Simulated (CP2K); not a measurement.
## Mg2Si: one setting at a time in CP2K

Simulated with CP2K 2026.2. This is a test of settings. The cell was built from a prototype and was relaxed with r2SCAN in plane waves (Ansatz 0.2.0). Not every such cell is a known phase. All runs are without spin polarisation.

Space group Fm-3m (No. 225), cubic; a = 6.338 Å in the conventional setting, 21.22 Å³ an atom. Si is surrounded by 8 Mg at 2.74 Å; Mg is surrounded by 4 Si at 2.74 Å.

The base run uses PBE in the SZV-MOLOPT-SR basis.

```
&GLOBAL
 PROJECT run
 RUN_TYPE ENERGY_FORCE
 PRINT_LEVEL LOW
&END GLOBAL
&FORCE_EVAL
 METHOD QS
 STRESS_TENSOR ANALYTICAL
 &DFT
  BASIS_SET_FILE_NAME BASIS_MOLOPT
  POTENTIAL_FILE_NAME GTH_POTENTIALS
  &QS
   EXTRAPOLATION USE_GUESS
  &END QS
  &MGRID
   CUTOFF 700
   REL_CUTOFF 50
  &END MGRID
  &XC
   &XC_FUNCTIONAL PBE
   &END XC_FUNCTIONAL
  &END XC
  &KPOINTS
   SCHEME MONKHORST-PACK 5 5 5
   SYMMETRY F
   FULL_GRID F
  &END KPOINTS
  &SCF
   ADDED_MOS 9
   EPS_SCF 1e-6
   MAX_SCF 80
   &DIAGONALIZATION
   &END DIAGONALIZATION
   &MIXING
    METHOD BROYDEN_MIXING
    ALPHA 0.3
   &END MIXING
   &SMEAR
    METHOD FERMI_DIRAC
    ELECTRONIC_TEMPERATURE [K] 232
   &END SMEAR
   &PRINT
    &ITERATION_INFO
    &END ITERATION_INFO
   &END PRINT
  &END SCF
  &PRINT
   &BAND_STRUCTURE
    FILE_NAME bands.bs
    ADDED_MOS 6
    &KPOINT_SET
     UNITS B_VECTOR
     SPECIAL_POINT 0.00000000 0.00000000 0.00000000
     NPOINTS 0
    &END KPOINT_SET
    &KPOINT_SET
     UNITS B_VECTOR
     SPECIAL_POINT 0.50000000 0.00000000 0.50000000
     NPOINTS 0
    &END KPOINT_SET
    &KPOINT_SET
     UNITS B_VECTOR
     SPECIAL_POINT 0.62500000 0.25000000 0.62500000
     NPOINTS 0
    &END KPOINT_SET
    &KPOINT_SET
     UNITS B_VECTOR
     SPECIAL_POINT 0.37500000 0.37500000 0.75000000
     NPOINTS 0
    &END KPOINT_SET
    &KPOINT_SET
     UNITS B_VECTOR
     SPECIAL_POINT 0.50000000 0.50000000 0.50000000
     NPOINTS 0
    &END KPOINT_SET
    &KPOINT_SET
     UNITS B_VECTOR
     SPECIAL_POINT 0.50000000 0.25000000 0.75000000
     NPOINTS 0
    &END KPOINT_SET
    &KPOINT_SET
     UNITS B_VECTOR
     SPECIAL_POINT 0.00000000 0.50000000 0.50000000
     NPOINTS 0
    &END KPOINT_SET
   &END BAND_STRUCTURE
  &END PRINT
 &END DFT
 &SUBSYS
  &CELL
   A 4.48159072 0.00000000 0.00000000
   B 2.24079536 3.88117141 0.00000000
   C 2.24079536 1.29372380 3.65920350
  &END CELL
  &COORD
   SCALED
   Si 0.00000000 -0.00000000 -0.00000000
   Mg 0.25000000 0.25000000 0.25000000
   Mg 0.75000000 0.75000000 0.75000000
  &END COORD
  &KIND Si
   BASIS_SET SZV-MOLOPT-SR-GTH
   POTENTIAL GTH-PBE
  &END KIND
  &KIND Mg
   BASIS_SET SZV-MOLOPT-SR-GTH
   POTENTIAL GTH-PBE
  &END KIND
 &END SUBSYS
 &PRINT
  &STRESS_TENSOR
  &END STRESS_TENSOR
  &FORCES
  &END FORCES
 &END PRINT
&END FORCE_EVAL
```

Command: `cp2k.psmp -i run.inp`. It took 11 s on 2 threads of Arm Neoverse N1, with other jobs on the host, peak memory 0.35 GiB.

It converged with no gap (an overlap of 1.63 eV at the points read) and a pressure of 5.01 GPa (positive in compression). Pressures on CP2K's grid carry noise of some tenths of a GPa.

Each further run moved one setting: XC_FUNCTIONAL (functional, with the PBE potentials kept); CUTOFF (density grid cutoff in Ry); KPOINTS (Monkhorst-Pack mesh); EPS_SCF (SCF threshold). Changes are from the base run, which isn't itself converged in every setting; energies of another Hamiltonian, functional, basis or charge aren't compared, and those at a high electronic temperature are mostly its entropy term. CP2K's gap is over the listed points.

```
                      setting  how it ended  gap change (eV)  energy change (meV/atom)  pressure change (GPa)  time (s)
         XC_FUNCTIONAL = PADE     converged            -0.02                         –                  -1.51       9.3
                 CUTOFF = 280     converged             0.00                    -178.4                   2.09       7.8
              KPOINTS = 7x7x7     converged             0.01                     -22.2                   0.67        16
              KPOINTS = 2x2x2     converged            -0.03                      50.2                  -1.08       9.9
               EPS_SCF = 1e-9     converged             0.00                       0.0                   0.00        17
CUTOFF = 60 (poor on purpose)     converged             0.17                  115943.0               -2323.25       8.7
```

EPS_SCF = 1e-9 changes nothing that matters here.
